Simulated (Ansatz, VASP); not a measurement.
One calculation of HfO2, two programs

INCAR

```
SYSTEM = HfO2
ALGO = Normal
EDIFF = 1E-6
EDIFFG = -0.005
ENCUT = 600
GGA = PE
IBRION = 2
ISIF = 3
ISMEAR = 0
IVDW = 12
LASPH = .TRUE.
LCHARG = .FALSE.
LREAL = .FALSE.
LWAVE = .FALSE.
NELM = 60
NSW = 70
PREC = Accurate
SIGMA = 0.02
```

The input KPOINTS:

```
k-points
0
G
  8 8 8
  0 0 0
```

The input POSCAR:

```
HfO2
1.0
    0.0000000000      2.5488057611      2.5488057611
    2.5488057611      0.0000000000      2.5488057611
    2.5488057611      2.5488057611      0.0000000000
Hf O
1 2
Direct
    0.0000000000      0.0000000000      0.0000000000
    0.2500000000      0.2500000000      0.2500000000
    0.7500000000      0.7500000000      0.7500000000
```

Input for Ansatz:

```yaml
crystal:
  lattice:
    - [0.0, 2.5488057611, 2.5488057611]
    - [2.5488057611, 0.0, 2.5488057611]
    - [2.5488057611, 2.5488057611, 0.0]
  atoms:
    - { symbol: Hf, position: [0.0, 0.0, 0.0] }
    - { symbol: O, position: [0.25, 0.25, 0.25] }
    - { symbol: O, position: [0.75, 0.75, 0.75] }
basis:
  ecutwfc: 420
kpoints:
  mp_grid: { grid: [8, 8, 8] }
hamiltonian:
  xc: pbe
  dispersion: d3bj
scf:
  occupations: { method: gaussian, width: 0.02 }
output:
  forces: true
  stress: true
  eigenvalues: true
relax:
  adjacent_minimum: "off"
  f_tol: 0.005
  max_steps: 50
  cell: { stress_tol: 0.05 }
```

Alike in both runs: task relaxation of cell and atoms; functional PBE; dispersion D3(BJ); k mesh 8 × 8 × 8; occupations gaussian, width 0.02 eV; no spin polarisation.

|  | VASP | Ansatz |
| --- | --- | --- |
| version | VASP 6.6.1 | Ansatz 0.2.0 |
| potentials or method | VASP PAW PBE potentials, release 64 (Hf_pv, O) | scalar-relativistic, plane waves, PAW |
| plane-wave cutoff (eV) | 600 | 420 |
| valence electrons in the cell | 22 | 38 |

```csv
,VASP,Ansatz,Ansatz less VASP
"gap on the k mesh at the Fermi level, each at its own relaxed structure (eV)",3.84,3.78,-0.059
relaxed volume (Å³/atom),10.71,10.88,+0.170
relaxed cell length with the largest relative difference (Å),3.568,3.587,+0.0187
energy change over the relaxation (meV/atom),-8,-2,+6.2
```

The two sets of potentials don't hold the same shells in valence.

Caveats: spin-orbit coupling is left out, which moves the levels of the heavy elements. A k mesh can miss the band edges. As with any semilocal functional, this PBE gap is likely too small.
